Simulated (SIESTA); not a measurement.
Crystal: NbP.

```
CELL_PARAMETERS angstrom
-1.67492 1.67492 5.74011
1.67492 -1.67492 5.74011
1.67492 1.67492 -5.74011
ATOMIC_POSITIONS crystal
Nb 0.24988 0.74988 0.50000
Nb 0.49988 0.49988 0.00000
P 0.83275 0.33275 0.50000
P 0.08275 0.08275 0.00000
```

The cell is a database's computed one.

| Quantity | Value |
| --- | --- |
| Program | SIESTA 5.4.2 |
| Task | single point |
| Functional | PBE |
| Potentials or basis | PseudoDojo 0.4 standard (PBE files) |
| Basis | DZP (energy shift 0.003 Ry; two zetas on semicore shells) |
| Grid cutoff | 800 Ry |
| Energy shift | 0.003 Ry |
| k mesh | 11 × 11 × 11 |
| Occupations | fermi-dirac, width 0.05 eV |
| Spin | no spin polarisation |

On this cell: pressure 0.8 GPa; largest force 0.026 eV/Å; band gap on the k mesh none (metal or under the smearing width).

The same run follows on a disturbed copy (atoms moved at random, drawn with an rms of 0.05 Å):

```
Nb P
1.0
    -1.67492    1.67492    5.74011
     1.67492   -1.67492    5.74011
     1.67492    1.67492   -5.74011
Nb P
2 2
Direct
  0.25356 0.73558 0.47828
  0.49819 0.49312 0.98852
  0.84694 0.31408 0.49538
  0.06652 0.07829 0.98995
```

Q: What changes?

A: The energy (extrapolated to zero smearing) moves by +28.6 meV/atom; pressure 1.4 GPa; largest force 1.312 eV/Å; band gap on the k mesh none (metal or under the smearing width).

Forces in eV/Å, atoms in the order of the input:
```
Nb   0.289  0.416 -1.153
Nb   0.146 -0.038 -0.264
P    0.046 -0.721  0.245
P   -0.481  0.343  1.172
```

Stress tensor (GPa, compression positive):
```
 2.30 -0.05  0.04
-0.05  3.54  0.21
 0.04  0.21 -1.60
```

Caveats: the basis of atomic orbitals isn't converged, which shifts pressures, moduli and gaps.
